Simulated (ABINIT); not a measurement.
PtSe2 (Sudovikovite):

```
Pt Se
1.0
     3.72400    0.00000    0.00000
    -1.86200    3.22508    0.00000
     0.00000    0.00000    5.06200
Pt Se
1 2
Cartesian
  0.0000 0.0000 0.0000
  1.8620 1.0750 3.7965
  0.0000 2.1501 1.2655
```

* Program: ABINIT 10.8.3 (patched build)
* Task: relaxation of cell and atoms
* Functional: PBEsol
* Potentials or basis: Ansatz PAW PBE default generated set, frozen core
* Cutoff: 419 eV
* k mesh: 6 × 6 × 4
* Occupations: fermi-dirac, width 0.05 eV
* Spin: no spin polarisation

At the start: pressure 2.2 GPa; volume 20.27 Å³/atom.

Question: How do energy, volume and symmetry change on relaxing?

Answer: Over 12 steps the energy falls by 7.0 meV/atom and the volume is 19.87 Å³/atom (-2.0 %); space group P-3m1 (No. 164, to 0.05 Å).

Step by step:
| step | energy change (eV) | largest force (eV/Å) | pressure (GPa) | volume (Å³) |
| --- | --- | --- | --- | --- |
| 1 | 0.0000 | 0.3333 | 2.17 | 60.80 |
| 2 | -0.0064 | 0.2122 | 1.01 | 61.20 |
| 3 | -0.0094 | 0.0781 | -0.27 | 61.63 |
| 4 | -0.0098 | 0.0634 | -0.40 | 61.63 |
| 5 | -0.0136 | 0.0281 | -1.11 | 61.31 |
| 6 | -0.0178 | 0.0947 | -1.35 | 60.53 |
| 7 | -0.0199 | 0.0951 | -0.83 | 59.82 |
| 8 | -0.0210 | 0.0184 | -0.15 | 59.64 |
| 9 | -0.0211 | 0.0022 | 0.01 | 59.59 |
| 10 | -0.0211 | 0.0020 | 0.00 | 59.59 |
| 11 | -0.0211 | 0.0011 | 0.00 | 59.60 |
| 12 | -0.0211 | 0.0002 | 0.00 | 59.60 |

Final structure:
```xyz
3
Lattice="3.7578 0.0000 0.0000 -1.8789 3.2543 0.0000 0.0000 0.0000 4.8733" Properties=species:S:1:pos:R:3 pbc="T T T"
Pt    0.0000    0.0000    0.0000
Se    1.8789    1.0848    3.6016
Se    0.0000    2.1696    1.2717
```

Caveat: the PAW data sets were made with another functional, which shifts forces and pressure a little; the atomic spheres overlap.
